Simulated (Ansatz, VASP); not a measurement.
**One calculation of CoO, two programs**

```
Co O
1.0
     2.87522    0.00000    0.00000
    -1.43761    2.49001    0.00000
     0.00000    0.00000    2.80607
Co O
1 1
Cartesian
  0.0000 0.0000 0.0000
  1.4376 0.8300 1.4030
```

Measurements of this composition are mostly on another form, of space group No. 225.

Alike in both runs: task single point; functional PBE; k mesh 11 × 11 × 10; occupations fermi-dirac, width 0.05 eV; collinear spin.

|  | VASP | Ansatz |
| --- | --- | --- |
| version | VASP 6.6.1 | Ansatz 0.2.0 |
| potentials or method | VASP PAW PBE potentials, release 64 (Co, O) | Ansatz PAW |
| plane-wave cutoff (eV) | 520 | 420 |
| valence electrons in the cell | 15 | 23 |

```tsv
	VASP	Ansatz	Ansatz less VASP
gap on the k mesh at the Fermi level (eV)	none	none	-
pressure (GPa)	-10.9	-10.6	+0.26
largest component of the traceless stress (GPa)	3.77	3.43	-0.336
net moment per atom (μB)	1.50	1.50	0.000
size of the moment on the site where the two differ most (μB)	2.56	2.52	-0.037
```

Site moments also hang on the region over which each program counts them. A gap of «none» marks a metal or a gap that the smearing closes. The functional is the same, so the differences come from potentials, cutoffs and numerics. The two sets of potentials don't hold the same shells in valence.

Caveats: a cell with one magnetic atom can't hold antiferromagnetic order, which such compounds often take; semilocal functionals often make such compounds metallic where correlation or magnetic order opens a gap, which also shifts bond lengths; the pressure holds a Pulay correction of +0.7 GPa for the finite cutoff (Ansatz).
